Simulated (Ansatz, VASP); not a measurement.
# SnTe in VASP and in Ansatz

```xyz
2
Lattice="0.0000 3.1523 3.1523 3.1523 0.0000 3.1523 3.1523 3.1523 0.0000" Properties=species:S:1:pos:R:3 pbc="T T T"
Sn    3.1523    3.1523    3.1523
Te    0.0000    0.0000    0.0000
```

Alike in both runs: task single point; functional PBE; dispersion D4; k mesh 6 × 6 × 6; occupations gaussian, width 0.05 eV; no spin polarisation.

|  | VASP | Ansatz |
| --- | --- | --- |
| version | VASP 6.6.1 | Ansatz 0.2.0 |
| potentials or method | VASP PAW PBE potentials, release 64 (Sn_d, Te) | scalar-relativistic, plane waves, PAW |
| plane-wave cutoff (eV) | 520 | 420 |
| valence electrons in the cell | 20 | 30 |

```tsv
	VASP	Ansatz	Ansatz less VASP
gap on the k mesh at the Fermi level (eV)	0.09	0.09	0.000
least direct gap on the mesh (eV)	0.09	0.09	0.000
pressure (GPa)	-0.1	0.0	+0.07
dispersion energy (meV/atom)	-439.8	-440.0	-0.21
```

The two sets of potentials don't hold the same shells in valence.

Caveats: spin-orbit coupling is left out, which moves the levels of the heavy elements.
